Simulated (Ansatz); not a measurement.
# Sn: equation of state with PBEsol

Crystal: Sn.

```
Sn
1.0
    -2.94014    2.94014    1.59930
     2.94014   -2.94014    1.59930
     2.94014    2.94014   -1.59930
Sn
2
Direct
  0.00000 0.00000 0.00000
  0.75000 0.25000 0.50000
```

- Program: Ansatz 0.2.0
- Task: equation of state
- Functional: PBEsol
- Potentials or basis: all-electron LAPW, scalar-relativistic
- Basis error allowed: 0.0005 eV/atom
- k mesh: 9 × 9 × 9
- Occupations: fermi-dirac, width 0.05 eV
- Spin: no spin polarisation

```yaml
Equilibrium_volume: 26.90 Å³/atom
Bulk_modulus_at_fixed_shape_and_positions: 56 GPa
Pressure_derivative_of_the_bulk_modulus: 4.6
```

Energy against volume, from the lowest point:
```tsv
volume (Å³/atom)	energy (meV/atom)
25.991	5.44
26.544	0.58
27.097	0.00
27.650	3.22
28.203	9.83
28.756	19.46
29.309	31.78
```

All runs of the series together: 2.1 min on 1 thread of Arm Neoverse V2, with other jobs on the host.

Caveat: the cell was scaled at fixed shape and fractional positions, which overstates the stiffness of a crystal with free parameters, most of all of layers and chains.
